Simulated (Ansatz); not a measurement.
**AlSb under a change: electrons 5.0×10^21 cm⁻³**

The reference is AlSb in the zinc blende structure (space group F-43m, No. 216; a = 6.226 Å).

Now apply this change: electron doping at 5.0×10^21 cm⁻³ (0.302 per cell), with a uniform compensating background at fixed cell and a 300 K Fermi–Dirac width.

The values are results of PBE, PAW, 420 eV (Ansatz, an electronic-structure program; scalar-relativistic without spin-orbit coupling), earlier PAW set, not measurements. Settings: 21×21×21 k-points, 0.0259 eV Fermi–Dirac smearing.

The gap between the host's bands drops by 0.063 eV to 1.17 eV and the gap character changes from indirect, Γ → L to indirect, Γ → a point along ⟨100⟩, about 0.9 Å⁻¹ from Γ. The valley order (the lowest conduction-band minima on the path, energy above the VBM, named in the base's zone) becomes a point along ⟨100⟩, about 0.9 Å⁻¹ from Γ 1.18 eV; L along ⟨111⟩ 1.20 eV; Γ 1.27 eV (base: L along ⟨111⟩ 1.24 eV; a point along ⟨100⟩, about 0.9 Å⁻¹ from Γ 1.27 eV; Γ 1.28 eV) and the Fermi level relative to the doped band's edge (positive inside the band; to 0.05 eV) comes out as +0.55 eV.

Cost of the whole job for the changed cell (relaxation, final SCF and bands): around 25 core-seconds (rough).

Charged cell with a jellium background: band edges are those of the host's band count, energies are not comparable with the neutral cell, and many-body gap narrowing is missing. With Sb present, leaving out spin-orbit coupling can change the band edges. Stability against distortions was not tested.
